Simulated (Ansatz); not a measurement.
# Comparing deformations in AlNi

Theory: Ansatz, DFT PBEsol, scalar-relativistic, plane waves, PAW. Settings: plane waves to 420 eV, k-mesh 20×20×20 (Γ-centred), Gaussian smearing 0.15 eV. No spin polarisation. A magnetic state may lie lower. Energies are free energies at this smearing, counted from the undisturbed cell; pressure is positive in compression.

Zero of the scan (relaxed at this level; it needn't be the usual structure):

```
Al Ni
1.0
     2.02133   -2.02135    0.00000
     2.02133    2.02135    0.00000
     0.00000    0.00000    2.86941
Al Ni
1 1
Cartesian
  0.0000 0.0000 0.0000
  2.0213 0.0000 1.4347
```

The cell is strained by ε times a Voigt pattern (xx, yy, zz, yz, xz, xy; engineering shear) with fractional coordinates fixed. τ = (1/V0) dE/dε comes from the stress tensor. Of each scan, only the three points used here are listed.

```
           pattern        ε  τ (GPa)
(1, 1, 0, 0, 0, 0)  -0.0050    -4.02
(1, 1, 0, 0, 0, 0)   0.0000    -0.23
(1, 1, 0, 0, 0, 0)   0.0050     3.42
(0, 0, 1, 0, 0, 0)  -0.0150    -3.35
(0, 0, 1, 0, 0, 0)   0.0000     0.18
(0, 0, 1, 0, 0, 0)   0.0150     3.33
```

Problem. Which constants do the scans give, and which deformation costs least for the same size of strain tensor?

Solution. The slope dτ/dε at zero (parabola through three points) is pᵀCp: (1, 1, 0, 0, 0, 0) gives C11 + C22 + 2 C12 = 745 GPa; (0, 0, 1, 0, 0, 0) gives C33 = 223 GPa. The size of the strain tensor, ε:ε, is ε² times 2.0, 1.0. Per unit of it the stiffnesses are 372, 223 GPa, so (0, 0, 1, 0, 0, 0) is the softest of these: at ε:ε = (1 %)² the quadratic term costs 0.81 meV/atom against 1.36 for the stiffest.

In a metal these slopes depend on the k mesh and the smearing.